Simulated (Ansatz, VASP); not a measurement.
Two plane-wave programs on BaS

```xyz
2
Lattice="3.6444 0.0000 0.0000 0.0000 3.6444 0.0000 0.0000 0.0000 3.8859" Properties=species:S:1:pos:R:3 pbc="T T T"
Ba    0.0000    0.0000    0.0000
S     1.8222    1.8222    1.9430
```

Change from the starting cell: epitaxial_xy strain -4.9%.

Alike in both runs: task single point; functional PBE; k mesh 6 × 6 × 6; occupations fermi-dirac, width 0.02 eV; no spin polarisation.

|  | VASP | Ansatz |
| --- | --- | --- |
| version | VASP 6.6.1 | Ansatz 0.2.0 |
| potentials or method | VASP PAW PBE potentials, release 64 (Ba_sv, S) | plane waves, PAW |
| plane-wave cutoff (eV) | 520 | 420 |
| valence electrons in the cell | 16 | 16 |

```tsv
	VASP	Ansatz	Ansatz less VASP
gap on the k mesh at the Fermi level (eV)	1.01	1.17	+0.153
pressure (GPa)	6.5	5.2	-1.37
largest component of the traceless stress (GPa)	5.11	5.05	-0.064
```

With one functional, cell and mesh, what is left measures potentials, basis and numerics.

Caveats: spin-orbit coupling is left out, which moves the levels of the heavy elements. A k mesh can miss the band edges.
